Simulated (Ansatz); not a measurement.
# A series in volume scale on Hf

Plane-wave DFT, scalar-relativistic PAW made under PBE with cores redone for the functional, no dispersion; the given relaxed cell is scaled uniformly, energy at zero smearing counts from the unscaled cell, pressure at the given Fermi-Dirac smearing is positive in compression. The results are calculated, by Ansatz 0.2.0.

The cell before it is scaled or strained (space group Pm-3m, No. 221):
```
Hf
1.0
      2.9491     0.0000     0.0000
      0.0000     2.9491     0.0000
      0.0000     0.0000     2.9491
Hf
1
Direct
  0.00000 0.00000 0.00000
```

Settings of every row: spin polarised no; functional RPBE; wave cutoff 420 eV; smearing width 0.1 eV; k mesh 12x12x12.

Atom starting moment: 0 on all atoms.

Limits: no spin-orbit coupling, which can matter with elements this heavy; the cell comes from a prototype or a list of computed structures and needn't be the stable phase.

| row | volume scale | V (Å³/atom) | energy change per atom (meV) | pressure (GPa) |
| --- | --- | --- | --- | --- |
| 1 | 0.88 | 22.571 | ? | ? |
| 2 | 0.92 | 23.597 | 40.46 | 6.8 |
| 3 | 0.96 | 24.623 | 9.4 | 3.14 |
| 4 | 1.04 | 26.675 | 8.95 | -2.51 |
| 5 | 1.08 | 27.701 | 33.32 | -4.66 |
| 6 | 1.12 | 28.727 | 70.49 | -6.45 |

Question: what energy change per atom and pressure should row 1 give?

Worked fit of energy change per atom. Take u = (V_r/V)^(2/3) − 1 with V_r = 26.675 Å³ an atom, which is twice the finite (Eulerian) strain; such expansions in the strain, on which the Birch-Murnaghan equation of state is built, carry the rest volume and the bulk modulus. The shown rows have u = 0.08517, 0.05481, 0, -0.02485, -0.04821. Least squares give energy change per atom = 9.136 − 676.213 × u + 12287.66 × u² meV; a straight line predicts inner rows, each left out in turn, worse (root mean square 24 against 0.52 meV). The rows lie off it by -0.22, 0.41, -0.19, -0.21, 0.19 (root mean square 0.26 meV). The withheld row has u = 0.11781, so the fit gives 9.136 − 676.213 × (0.11781) + 12287.66 × (0.11781)² = 100.01 meV.

The calculation gave 97.03 meV. The fit lies 2.98 meV (3.1 % of the value, 3.4 % of the column's range) above it; its largest miss of a shown row is 0.41 meV. This row lies beyond the range of the fit.

Worked fit of pressure. Take u = (V_r/V)^(2/3) − 1 with V_r = 26.675 Å³ an atom, which is twice the finite (Eulerian) strain; such expansions in the strain, on which the Birch-Murnaghan equation of state is built, carry the rest volume and the bulk modulus. The shown rows have u = 0.08517, 0.05481, 0, -0.02485, -0.04821. Least squares give pressure = −2.509 + 91.714 × u + 206.53 × u² GPa; a straight line predicts inner rows, each left out in turn, worse (root mean square 0.4 against 0.0022 GPa). All shown rows lie on it to the printed digit. The pressure vanishes at u = 0.0259, or V = 25.67 Å³ an atom, and there the bulk modulus at fixed shape and fractions is B = −V dP/dV = (2/3)(1 + u) dP/du = 70 GPa. The withheld row has u = 0.11781, so the fit gives −2.509 + 91.714 × (0.11781) + 206.53 × (0.11781)² = 11.16 GPa.

The calculation gave 11.17 GPa. The fit lies 0.01 GPa (0.057 % of the column's range) below it, one unit of the last digit. This row lies beyond the range of the fit.
